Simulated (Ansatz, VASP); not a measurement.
**One calculation of PbSe, two programs**

The input INCAR:

```
ALGO     = Normal         # electronic algorithm
EDIFF    = 1E-6           # SCF threshold, eV
ENCUT    = 520            # plane-wave cutoff, eV
GGA      = PS             # functional
ISIF     = 2              # what is computed and relaxed
ISMEAR   = -1             # smearing method
LASPH    = True           # aspherical terms in the spheres
LCHARG   = False          # write CHGCAR
LREAL    = False          # projectors in reciprocal space
LWAVE    = False          # write WAVECAR
NBANDS   = 17             # bands
NELM     = 60             # most SCF steps
PREC     = Accurate       # precision mode
SIGMA    = 0.05           # smearing width, eV
```

Contents of KPOINTS:

```
k-points
0
Gamma
  7 7 7
```

File POSCAR:

```
PbSe
1.0
    3.7843220000      0.0000000000      0.0000000000
    0.0000000000      3.7843220000      0.0000000000
    0.0000000000      0.0000000000      3.7843220000
Pb Se
1 1
Direct
    0.0000000000      0.0000000000      0.0000000000
    0.5000000000      0.5000000000      0.5000000000
```

Contents of input.yaml:

```yaml
crystal:
  lattice:
    - [3.784322, 0.0, 0.0]
    - [0.0, 3.784322, 0.0]
    - [0.0, 0.0, 3.784322]
  atoms:
    - { symbol: Pb, position: [0.0, 0.0, 0.0] }
    - { symbol: Se, position: [0.5, 0.5, 0.5] }
hamiltonian:
  xc: pbesol
  pseudopotentials: { kind: paw }
kpoints:
  mp_grid: { grid: [7, 7, 7] }
scf:
  occupations: { method: fermi_dirac, width: 0.05 }
output:
  forces: true
  stress: true
  eigenvalues: true
```

Measurements of this composition are mostly on another form, of space group No. 225.

Alike in both runs: task single point; functional PBEsol; k mesh 7 × 7 × 7; occupations fermi-dirac, width 0.05 eV; no spin polarisation.

|  | VASP | Ansatz |
| --- | --- | --- |
| version | VASP 6.6.1 | Ansatz 0.2.0 |
| potentials or method | VASP PAW PBE potentials, release 64 (Pb_d, Se) | Ansatz PAW |
| plane-wave cutoff (eV) | 520 | 420 |
| valence electrons in the cell | 20 | 30 |

|  | VASP | Ansatz | Ansatz less VASP |
| --- | --- | --- | --- |
| gap on the k mesh at the Fermi level (eV) | none | none | - |
| pressure (GPa) | -3.3 | -3.3 | 0.00 |

A gap of «none» marks a metal or a gap that the smearing closes. The two sets of potentials don't hold the same shells in valence.

Caveats: the PAW data sets were made with another functional, which shifts forces and pressure a little (VASP); the PAW data sets come from PBE, with cores solved anew for the run's functional, which leaves a small shift of forces and pressure (Ansatz). The runs have no spin-orbit coupling, so splittings on Pb are missing.
